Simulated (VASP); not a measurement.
# SrO (Cmmm) in VASP: a series of runs

One crystal, SrO, is run at these levels: PBE; tasks: single point.

All numbers are computed with VASP 6.6.1; they aren't measurements. Logs are shortened: lines on timing, memory, paths and dates and some standing lists are left out, and cuts for length are marked.

### Step 1. The cell of the first run

It takes space group Cmmm (No. 65, orthorhombic). Conventional cell: a = 7.598 Å, b = 9.097 Å, c = 3.773 Å, α = 90.00°, β = 90.00°, γ = 90.00°. Around Sr (site symmetry mmm) lie 2 O at 2.24 Å. Around Sr (site symmetry mmm) lie 4 O at 2.45 Å. O (site symmetry 2mm) is surrounded by 3 Sr at 2.24 to 2.45 Å.

The cell was built by a generator and needn't be a form met in nature.

### Step 2. Single point, PBE (ordered vacancies on the anion sites of rutile (Cmmm, No. 65))

Input file INCAR:

```
  PREC = Accurate
  ENCUT = 520
  EDIFF = 1E-6
  ISMEAR = 0
  SIGMA = 0.1
  LREAL = F
  LASPH = T
  NELM = 60
  ALGO = Fast
  ISIF = 2
  LWAVE = F
  LCHARG = F
  GGA = PE
  NBANDS = 24
```

Input file KPOINTS:

```
Automatic mesh
0
Gamma
  8 8 12
```

Input file POSCAR:

```
SrO
1.0
    3.7991537694     -4.5483067746      0.0000000000
    3.7991537694      4.5483067746      0.0000000000
    0.0000000000      0.0000000000      3.7731586247
Sr O
2 2
Direct
    0.0000000000      0.0000000000      0.0000000000
    0.5000000000      0.5000000000      0.5000000000
    0.7052528464      0.7052528464      0.0000000000
    0.2947471536      0.2947471536      0.0000000000
```

Potentials or basis: VASP PAW PBE potentials, release 64 (Sr_sv, O).

Started as:

```
cat potpaw_PBE.64/Sr_sv/POTCAR potpaw_PBE.64/O/POTCAR > POTCAR
mpirun -np 1 vasp_std > vasp.out
```

OUTCAR:

```text
PREC = Accurate
   ENCUT = 520
   EDIFF = 1E-6
   ISMEAR = 0
   LREAL = F
   LASPH = T
   NELM = 60
   ISIF = 2
   GGA = PE

 ion  position               nearest neighbor table
   1  0.000  0.000  0.000-   3 2.24   4 2.24   2 4.24   2 4.24   2 4.24   2 4.24   2 4.92   2 4.92
                             2 4.92   2 4.92
   2  0.500  0.500  0.500-   3 2.45   4 2.45   3 2.45   4 2.45   1 4.24   1 4.24   1 4.24   1 4.24
                             1 4.92   1 4.92   1 4.92   1 4.92
   3  0.705  0.705  0.000-   1 2.24   2 2.45   2 2.45
   4  0.295  0.295  0.000-   1 2.24   2 2.45   2 2.45

  LATTYP: Found a base centered orthorhombic cell.
 ALAT       =     7.5983075388
 B/A-ratio  =     1.1971894402
 C/A-ratio  =     0.4965788244

  Lattice vectors:

 A1 = (   3.7991537694,  -4.5483067746,   0.0000000000)
 A2 = (   3.7991537694,   4.5483067746,   0.0000000000)
 A3 = (   0.0000000000,   0.0000000000,   3.7731586247)

Analysis of symmetry for initial positions (statically):
=====================================================================
 Subroutine PRICEL returns:
 Original cell was already a primitive cell.

 Routine SETGRP: Setting up the symmetry group for a
 base centered orthorhombic supercell.

 Subroutine GETGRP returns: Found  8 space group operations
 (whereof  8 operations were pure point group operations)
 out of a pool of  8 trial point group operations.

The static configuration has the point symmetry D_2h.

Analysis of symmetry for dynamics (positions and initial velocities):
=====================================================================
 Subroutine PRICEL returns:
 Original cell was already a primitive cell.

 Routine SETGRP: Setting up the symmetry group for a
 base centered orthorhombic supercell.

 Subroutine GETGRP returns: Found  8 space group operations
 (whereof  8 operations were pure point group operations)
 out of a pool of  8 trial point group operations.

The dynamic configuration has the point symmetry D_2h.

 Subroutine INISYM returns: Found  8 space group operations
 (whereof  8 operations are pure point group operations),
 and found     1 'primitive' translations

----------------------------------------------------------------------------------------

                                     Primitive cell

  volume of cell :     130.3982

  direct lattice vectors                    reciprocal lattice vectors
     3.799153769 -4.548306775  0.000000000     0.131608256 -0.109931019  0.000000000
     3.799153769  4.548306775  0.000000000     0.131608256  0.109931019  0.000000000
     0.000000000  0.000000000  3.773158625     0.000000000  0.000000000  0.265029939

  length of vectors
     5.926268968  5.926268968  3.773158625     0.171480500  0.171480500  0.265029939

  position of ions in fractional coordinates (direct lattice)
     0.000000000  0.000000000  0.000000000
     0.500000000  0.500000000  0.500000000
     0.705252846  0.705252846  0.000000000
     0.294747154  0.294747154  0.000000000

  ion indices of the primitive-cell ions
   primitive index   ion index
                 1           1
                 2           2
                 3           3
                 4           4

----------------------------------------------------------------------------------------

 KPOINTS: Automatic mesh

Automatic generation of k-mesh.
 Grid dimensions read from file:
 generate k-points for:    8    8   12

 Generating k-lattice:

  Cartesian coordinates                     Fractional coordinates (reciprocal lattice)
     0.016451032 -0.013741377  0.000000000     0.125000000  0.000000000  0.000000000
     0.016451032  0.013741377  0.000000000     0.000000000  0.125000000  0.000000000
     0.000000000  0.000000000  0.022085828     0.000000000  0.000000000  0.083333333

  Length of vectors
     0.021435063  0.021435063  0.022085828

  Shift w.r.t. Gamma in fractional coordinates (k-lattice)
     0.000000000  0.000000000  0.000000000

 Subroutine IBZKPT returns following result:
 ===========================================

 Found    147 irreducible k-points:

 Following reciprocal coordinates:
            Coordinates               Weight
  0.000000  0.000000  0.000000      1.000000
  0.125000 -0.000000  0.000000      4.000000
  0.250000 -0.000000  0.000000      4.000000
  0.375000 -0.000000  0.000000      4.000000
  0.500000 -0.000000  0.000000      2.000000
  0.125000  0.125000  0.000000      2.000000
[... 16 lines left out ...]
  0.125000 -0.000000  0.083333      8.000000
  0.250000 -0.000000  0.083333      8.000000
 [... further k-points ...]
   k-points           NKPTS =    147   k-points in BZ     NKDIM =    147   number of bands    NBANDS=     24
   number of dos      NEDOS =    301   number of ions     NIONS =      4
   total plane-waves  NPLWV =  64512
   dimension x,y,z NGX =    48 NGY =   48 NGZ =   28
   dimension x,y,z NGXF=    96 NGYF=   96 NGZF=   56
   ions per type =               2   2
   NGX,Y,Z   is equivalent  to a cutoff of  13.47, 13.47, 12.34 a.u.
   NGXF,Y,Z  is equivalent  to a cutoff of  26.93, 26.93, 24.67 a.u.
 SYSTEM =  unknown system
   PREC   = accura    normal or accurate (medium, high low for compatibility)
   ISTART =      0    job   : 0-new  1-cont  2-samecut
   ICHARG =      2    charge: 1-file 2-atom 10-const
   ISPIN  =      1    spin polarized calculation?
   LNONCOLLINEAR =      F non collinear calculations
   LSORBIT =      F    spin-orbit coupling
   LASPH  =      T    aspherical Exc in radial PAW
   ENCUT  =  520.0 eV  38.22 Ry    6.18 a.u.  11.02 11.02  7.02*2*pi/ulx,y,z
   NELM   =     60;   NELMIN=  2; NELMDL= -5     # of ELM steps
   EDIFF  = 0.1E-05   stopping-criterion for ELM
   LREAL  =      F    real-space projection
   EDIFFG = 0.1E-04   stopping-criterion for IOM
   NSW    =      0    number of steps for IOM
   IBRION =     -1    ionic relax: 0-MD 1-quasi-New 2-CG
   NFREE  =      0    steps in history (QN), initial steepest desc. (CG)
   ISIF   =      2    stress and relaxation
   ISYM   =      2    0-nonsym 1-usesym 2-fastsym
   POTIM  = 0.5000    time-step for ionic-motion
   TEBEG  =    0.0;   TEEND  =   0.0 temperature during run
   PSTRESS=    0.0 pullay stress
   NELECT =      32.0000    total number of electrons
   NUPDOWN=      -1.0000    fix difference up-down
   EMIN   =  10.00;   EMAX   =-10.00  energy-range for DOS
   EFERMI =   0.00;   METHOD = LEGACY
   ISMEAR =     0;   SIGMA  =   0.10  broadening in eV -4-tet -1-fermi 0-gaus
   EFERMI_NEDOS =   21; number of points for ismear=-14 and -15
   IALGO  =     68    algorithm
   IMIX   =      4    mixing-type and parameters
     AMIX     =   0.40;   BMIX     =  1.00
     AMIX_MAG =   1.60;   BMIX_MAG =  1.00
  volume/ion in A,a.u.               =      32.60       219.99
  Fermi-wavevector in a.u.,A,eV,Ry     =   1.024946  1.936867 14.293111  1.050514
  Thomas-Fermi vector in A             =   2.158760
   LORBIT       =      0    0 simple, 1 ext, 2 COOP (PROOUT), +10 PAW based schemes
   GGA     = PE    functional components
   LHFCALC =     F    Hartree Fock is set to
   AEXX    =    0.0000 exact exchange contribution
   IVDW    =     0    specifies the selected vdW correction
   LEPSILON=     F    determine dielectric tensor
   LRPA    =     F    only Hartree local field effects (RPA)
 non-spin polarized calculation
 RMM-DIIS sequential band-by-band and
 Gauss-broadening in eV      SIGMA  =   0.10
  energy-cutoff  :      520.00
  volume of cell :      130.40
 maximum number of plane-waves:      3536
 NGX is ok and might be reduce to    48
   NGX = 23   NGY = 23   NGZ = 15

 number of electron      31.9999995 magnetization

 Free energy of the ion-electron system (eV)
  ---------------------------------------------------
  ext. energy  EPLUGINS =         0.00000000
  ---------------------------------------------------
  free energy    TOTEN  =       -20.49128827 eV

  energy without entropy =      -20.48302996  energy(sigma->0) =      -20.48715912

 E-fermi :   0.1842     XC(G=0):  -6.8628

 val. band max:        0.1834288995   @ k =  -0.2500   0.2500   0.0833
 cond. band min:       0.2235432518   @ k =  -0.1250   0.1250   0.0833
 fundamental gap:      0.0401143522
 Fermi energy:         0.1841776762

 k-point     1 :       0.0000    0.0000    0.0000
  band No.  band energies     occupation
      1     -34.7595      2.00000
      2     -33.1249      2.00000
      3     -17.5923      2.00000
      4     -17.0281      2.00000
      5     -16.9688      2.00000
      6     -15.5482      2.00000
[... 16 lines left out ...]
     23       6.8865      0.00000
     24       7.5455      0.00000

 k-point     2 :       0.1250   -0.0000    0.0000
  band No.  band energies     occupation
      1     -34.7595      2.00000
      2     -33.1249      2.00000
      3     -17.5745      2.00000
      4     -17.0283      2.00000
      5     -16.9687      2.00000
      6     -15.8124      2.00000
[... 16 lines left out ...]
     23       7.0671      0.00000
     24       7.5045      0.00000

 k-point     3 :       0.2500   -0.0000    0.0000
  band No.  band energies     occupation
      1     -34.7595      2.00000
      2     -33.1249      2.00000
      3     -17.5274      2.00000
      4     -17.0288      2.00000
      5     -16.9686      2.00000
      6     -16.0934      2.00000
[... 16 lines left out ...]
     23       7.2278      0.00000
     24       7.3400      0.00000
[... 514 lines left out ...]
 k-point    23 :       0.1250   -0.0000    0.0833
  band No.  band energies     occupation
      1     -34.7578      2.00000
      2     -33.1227      2.00000
      3     -17.5642      2.00000
      4     -17.0257      2.00000
      5     -16.9931      2.00000
      6     -15.8415      2.00000
[... 16 lines left out ...]
     23       6.4992      0.00000
     24       6.5617      0.00000

 k-point    24 :       0.2500   -0.0000    0.0833
  band No.  band energies     occupation
      1     -34.7578      2.00000
      2     -33.1228      2.00000
      3     -17.5236      2.00000
      4     -17.0262      2.00000
      5     -16.9930      2.00000
      6     -16.0900      2.00000
[... 16 lines left out ...]
     23       6.4175      0.00000
     24       6.8072      0.00000

 [... further k-points ...]

------------------------ aborting loop because EDIFF is reached ----------------------------------------

  FORCE on cell =-STRESS in cart. coord.  units (eV):
  Direction    XX          YY          ZZ          XY          YZ          ZX
  --------------------------------------------------------------------------------------
  -------------------------------------------------------------------------------------
  Total        0.7765967     -0.0398570      0.2760059      0.0000000      0.0000000      0.0000000
  in kB        9.5418908     -0.4897147      3.3912298      0.0000000      0.0000000      0.0000000
  external PRESSURE =       4.1478020 kB  Pullay stress =       0.0000000 kB

 VOLUME and BASIS-vectors are now :
 -----------------------------------------------------------------------------
  energy-cutoff  :      520.00
  volume of cell :      130.40
      direct lattice vectors                 reciprocal lattice vectors
     3.799153769 -4.548306775  0.000000000     0.131608256 -0.109931019  0.000000000
     3.799153769  4.548306775  0.000000000     0.131608256  0.109931019  0.000000000
     0.000000000  0.000000000  3.773158625     0.000000000  0.000000000  0.265029939

 POSITION                                       TOTAL-FORCE (eV/Angst)
 -----------------------------------------------------------------------------------
      0.00000      0.00000      0.00000         0.000000     -0.000000      0.000000
      3.79915      0.00000      1.88658         0.000000      0.000000      0.000000
      5.35873      0.00000      0.00000        -0.070747      0.000000      0.000000
      2.23958      0.00000      0.00000         0.070747      0.000000     -0.000000
 -----------------------------------------------------------------------------------
    total drift:                               -0.000000     -0.000000      0.000000

  FREE ENERGIE OF THE ION-ELECTRON SYSTEM (eV)
  ---------------------------------------------------
  free  energy   TOTEN  =       -20.4912882666 eV

  energy  without entropy=      -20.4830299642  energy(sigma->0) =      -20.48715912
```

Wall time 8.1 min (1 thread of AMD EPYC 9R45 (Zen 5), shared host); peak memory 0.5 GiB.

What came out:

- Free energy: -20.4913 eV
- Pressure: 0.4 GPa
- Largest force: 0.071 eV/Å
- Band gap on the k mesh: none (metal or under the smearing width)

Forces in eV/Å, atoms in the order of the input:
```
Sr   0.000  0.000  0.000
Sr   0.000  0.000  0.000
O   -0.071  0.000  0.000
O    0.071  0.000  0.000
```

### Step 3. Single point, PBE (ordered vacancies on the anion sites of rutile (Cmmm, No. 65))

Input file INCAR:

```
PREC = Accurate
ENCUT = 520
EDIFF = 1E-7
ISMEAR = 0
SIGMA = 0.1
LREAL = F
LASPH = T
NELM = 60
ALGO = Normal
ISIF = 2
LWAVE = F
LCHARG = F
GGA = PE
NBANDS = 24
```

Input file KPOINTS:

```
regular mesh
0
Gamma
  4 4 4
```

Input file POSCAR:

```
SrO
1.0
    4.4761349600     -4.4761349600      0.0000000000
    4.4761349600      4.4761349600      0.0000000000
    0.0000000000      0.0000000000      4.1146370000
Sr O
2 2
Direct
    0.0000000000      0.0000000000      0.0000000000
    0.5000000000      0.5000000000      0.5000000000
    0.6950000000      0.3050000000      0.0000000000
    0.3050000000      0.6950000000      0.0000000000
```

Potentials or basis: VASP PAW PBE potentials, release 64 (Sr_sv, O).

Started as:

```
cat potpaw_PBE.64/Sr_sv/POTCAR potpaw_PBE.64/O/POTCAR > POTCAR
mpirun -np 1 vasp_std > vasp.out
```

It took 59 s on 1 thread of AMD EPYC 9R45 (Zen 5), shared host; peak memory 0.26 GiB.

Results (log left out):

```
Free energy            : -18.4653 eV
Pressure               : -7.3 GPa
Largest force          : 0.602 eV/Å
Band gap on the k mesh : none (metal or under the smearing width)
```

Forces in eV/Å, atoms in the order of the input:
```
Sr   0.000  0.000  0.000
Sr   0.000  0.000  0.000
O    0.000 -0.602  0.000
O    0.000  0.602  0.000
```

Stress tensor (GPa, compression positive):
```
 -0.31   0.00   0.00
  0.00 -16.45   0.00
  0.00   0.00  -5.10
```

Levels at points of the mesh, in eV from the Fermi level:
| k point | band 14 | band 15 | band 16 | band 17 | band 18 | band 19 |
| --- | --- | --- | --- | --- | --- | --- |
| (0.00, 0.00, 0.00) | -0.51 | -0.20 | -0.18 | -0.08 | 1.87 | 2.99 |
| (0.50, 0.00, 0.00) | -0.51 | -0.42 | -0.14 | 0.22 | 1.74 | 2.52 |
| (0.50, 0.50, 0.00) | -0.20 | -0.20 | -0.06 | 0.07 | 2.13 | 2.79 |
| (0.00, 0.00, 0.50) | -0.39 | -0.37 | -0.28 | 1.98 | 2.09 | 2.38 |
| (0.50, 0.00, 0.50) | -0.51 | -0.50 | -0.13 | 1.58 | 2.54 | 2.73 |
| (0.50, 0.50, 0.50) | -0.64 | -0.37 | -0.04 | 1.62 | 2.38 | 2.97 |

Caveat: the k mesh is coarse (spacing up to 0.38 Å⁻¹), so the values aren't converged.
